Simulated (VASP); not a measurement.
**BeTe (strained zincblende): one r²SCAN single-point calculation in two programs**

```cif
data_structure
_symmetry_space_group_name_H-M 'P 1'
_symmetry_Int_Tables_number 1
_cell_length_a 3.8403
_cell_length_b 3.8403
_cell_length_c 3.8403
_cell_angle_alpha 60.000
_cell_angle_beta 60.000
_cell_angle_gamma 60.000
_cell_volume 40.05
loop_
_atom_site_label
_atom_site_type_symbol
_atom_site_fract_x
_atom_site_fract_y
_atom_site_fract_z
_atom_site_occupancy
Be1 Be 0.00000 0.00000 0.00000 1
Te1 Te 0.25000 0.25000 0.25000 1
```

Each program uses its own PAW datasets. VASP's cell holds 8 valence electrons and Ansatz's 18. Ansatz's stress includes a Pulay correction; VASP's doesn't.

Cutoffs: 520 eV in VASP, 500 eV in Ansatz. k meshes: 8×8×8 and 8×8×8.

|  | VASP | Ansatz |
| --- | --- | --- |
| gap between bands v and c | 2.04 eV | 2.05 eV |
| least direct gap | 3.88 eV | 3.90 eV |
| pressure | 9.5 GPa | 9.2 GPa |

Band v is the last that the valence electrons fill when counted band by band, and c is the next. Levels in eV from the top of v, Ansatz:

```tsv
point	v−1	v	c	c+1
Γ	0.00	0.00	3.90	3.90
X	-3.20	-3.20	2.05	2.82
K	-4.67	-2.71	2.89	5.83
L	-1.38	-1.38	3.87	4.95
W	-4.46	-3.88	5.75	5.99
```

VASP:

```json
{"point": "Γ", "v−1": "0.00", "v": "0.00", "c": "3.88", "c+1": "3.88"}
{"point": "X", "v−1": "-3.21", "v": "-3.21", "c": "2.04", "c+1": "2.80"}
{"point": "K", "v−1": "-4.68", "v": "-2.72", "c": "2.87", "c+1": "5.80"}
{"point": "L", "v−1": "-1.38", "v": "-1.38", "c": "3.86", "c+1": "4.92"}
{"point": "W", "v−1": "-4.47", "v": "-3.89", "c": "5.73", "c+1": "5.95"}
```
